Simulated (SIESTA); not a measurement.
## Mg under changes of volume

One of the cells (22.607 Å³/atom); the others are scaled copies at fixed shape and fractional positions:

```
CELL_PARAMETERS angstrom
0.03806 2.26289 2.25118
2.23652 0.04313 2.24612
2.26988 2.29119 0.00976
ATOMIC_POSITIONS crystal
Mg 0.00207 0.99723 0.99940
```

This isn't the form of Mg at room conditions, which is hcp.

- Program: SIESTA 5.4.2
- Functional: LDA
- Potentials or basis: SG15 1.2 NC or PseudoDojo by element (PBE files)
- Basis: DZP (energy shift 0.02 Ry)
- Grid cutoff: 800 Ry
- Energy shift: 0.02 Ry
- k mesh: 10 × 10 × 10
- Occupations: fermi-dirac, width 0.05 eV
- Spin: no spin polarisation

```csv
volume (Å³/atom),energy over the lowest point (meV/atom),pressure (GPa)
21.251,0.00,-0.6
21.703,2.93,-1.4
22.155,7.90,-2.1
22.607,14.67,-2.7
23.059,?,?
23.512,32.70,-3.7
23.964,43.68,-4.1
```

Question: What does the run at 23.059 Å³/atom give?

Answer: Energy over the lowest point 23.00 meV/atom; pressure -3.2 GPa.

Worked out: A Birch-Murnaghan fit of order 3 (a polynomial in V^(-2/3)) to the other rows has its minimum at 20.90 Å³/atom, just outside them, with B0 = V·E''(V) = 41 GPa and B' = 4.7 at fixed shape and positions, which overstates the stiffness. It gives 22.98 meV/atom at 23.059 Å³/atom, against the run's 23.00, and -dE/dV = -3.2 GPa, against -3.2.

Energies are extrapolated to zero smearing.

Caveats: semicore shells carry a single zeta, which can move pressures by several GPa and volumes by a few percent; the potentials were made for another functional, which shifts forces and pressure; the basis of atomic orbitals isn't converged, which shifts pressures, moduli and gaps.
